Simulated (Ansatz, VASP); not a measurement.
One calculation of Mo, two programs

```xyz
1
Lattice="-1.5871 1.5871 1.5871 1.5871 -1.5871 1.5871 1.5871 1.5871 -1.5871" Properties=species:S:1:pos:R:3 pbc="T T T"
Mo    0.0000    0.0000    0.0000
```

Alike in both runs: functional RPBE; k mesh 16 × 16 × 16; occupations gaussian, width 0.1 eV; no spin polarisation.

Ansatz relaxed the structure, and its values are those at the end. VASP's run is a single point on that final structure, the one shown.

|  | VASP | Ansatz |
| --- | --- | --- |
| version | VASP 6.6.1 | Ansatz 0.2.0 |
| potentials or method | VASP PAW PBE potentials, release 64 (Mo_sv) | scalar-relativistic, plane waves, PAW |
| plane-wave cutoff (eV) | 520 | 420 |
| valence electrons in the cell | 14 | 14 |

|  | VASP | Ansatz | Ansatz less VASP |
| --- | --- | --- | --- |
| gap on the k mesh at the Fermi level (eV) | none | none | - |
| pressure (GPa) | 0.5 | 0.0 | -0.54 |

A gap of «none» marks a metal or a gap that the smearing closes.

Caveats: the PAW data sets were made with another functional, which shifts forces and pressure a little (VASP).
